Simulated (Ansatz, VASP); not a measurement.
**Si in VASP and in Ansatz**

```
Si
1.0
     0.00000    2.70079    2.70079
     2.70079    0.00000    2.70079
     2.70079    2.70079    0.00000
Si
2
Cartesian
  2.7008 2.7008 2.7008
  4.0512 4.0512 4.0512
```

Alike in both runs: functional LDA; k mesh 10 × 10 × 10; occupations gaussian, width 0.02 eV; no spin polarisation.

Ansatz relaxed the structure, and its values are those at the end. VASP's run is a single point on that final structure, the one shown.

|  | VASP | Ansatz |
| --- | --- | --- |
| version | VASP 6.6.1 | Ansatz 0.2.0 |
| potentials or method | VASP PAW LDA potentials, release 64 (Si) | scalar-relativistic, plane waves, PAW |
| plane-wave cutoff (eV) | 520 | 600 |
| valence electrons in the cell | 8 | 8 |

Ansatz gave:

| Property | Result |
| --- | --- |
| gap on the k mesh at the Fermi level (eV) | 0.45 |
| least direct gap on the mesh (eV) | 2.53 |
| pressure (GPa) | 0.0 |

Task: Which values does VASP return?

Result: gap on the k mesh at the Fermi level (eV): 0.45; least direct gap on the mesh (eV): 2.53; pressure (GPa): 0.1.

Ansatz warned: «pseudo_functional_mismatch».
